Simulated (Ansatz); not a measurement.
Wanted: the native input for an Ansatz 0.2.0 run.

```
Task                : relaxation of cell and atoms
Functional          : BLYP
Dispersion          : D3(BJ)
Potentials or basis : Ansatz PAW
Cutoff              : 420 eV (not typed: the program's choice for these potentials)
k mesh              : 10 × 10 × 10
Occupations         : fermi-dirac, width 0.05 eV
Spin                : collinear spin, ferromagnetic start
Starting moments    : [0.6, 3.0, 0.0, 0.0] μB
```

Crystal: CrCuO2.

```xyz
4
Lattice="1.4867 0.8583 5.7000 -1.4867 0.8583 5.7000 0.0000 -1.7167 5.7000" Properties=species:S:1:pos:R:3 pbc="T T T"
Cu    0.0000    0.0000    0.0000
Cr    0.0000    0.0000    8.5500
O     0.0000    0.0000   15.2546
O     0.0000    0.0000    1.8454
```

One way to write it, as run:

input.yaml

```yaml
crystal:
  lattice:
    - [1.4867, 0.8583466452, 5.7]
    - [-1.4867, 0.8583466452, 5.7]
    - [0.0, -1.7166932904, 5.7]
  atoms:
    - { symbol: Cu, position: [0.0, 0.0, 0.0], spin: 0.6 }
    - { symbol: Cr, position: [0.5, 0.5, 0.5], spin: 3.0 }
    - { symbol: O, position: [0.89208, 0.89208, 0.89208] }
    - { symbol: O, position: [0.10792, 0.10792, 0.10792] }
hamiltonian:
  xc: blyp
  pseudopotentials: { kind: paw }
  dispersion: d3bj
magnetization:
  spin_polarized: true
kpoints:
  mp_grid: { grid: [10, 10, 10] }
scf:
  occupations: { method: fermi_dirac, width: 0.05 }
output:
  forces: true
  stress: true
  eigenvalues: true
relax:
  f_tol: 0.01
  max_steps: 40
  cell: { stress_tol: 0.05 }
```

Potentials or basis: Ansatz PAW.

The run is started by

```bash
$ ansatz run input.yaml --threads 2 --pin off --max-ram 5632MiB --backend cpu --events-out ev --progress --plain --runs-dir out
```

Results of the run:

```json
{
 "Relaxed volume": "11.06 Å³/atom",
 "Relaxed cell": "a = 5.972 Å, b = 5.972 Å, c = 5.972 Å, α = 28.98°, β = 28.98°, γ = 28.98°",
 "Space group after relaxing (to 0.05 Å)": "R-3m (No. 166)",
 "Energy gained by relaxing": "1.0 meV/atom",
 "Ionic steps": "7",
 "Pressure after relaxing": "0.0 GPa",
 "Band gap on the k mesh": "1.13 eV, indirect (least direct gap 1.41 eV)",
 "Net moment": "3.00 μB per cell",
 "Absolute moment": "3.03 μB per cell",
 "Site moments": "Cu +0.01; Cr +2.41; O +0.02 μB"
}
```

Caveat: the plane-wave basis is chosen anew once the cell has moved, so the energies of steps on either side of that aren't comparable; the pressure holds a Pulay correction of +0.8 GPa for the finite cutoff; only a ferromagnetic start was run, and an antiferromagnetic order may lie lower in energy; the PAW data sets come from PBE, with cores solved anew for the run's functional, which leaves a small shift of forces and pressure.

Wall time 99 s on 2 threads of Intel(R) Xeon(R) Processor @ 2.70GHz, on a shared host, peak memory 0.58 GiB.
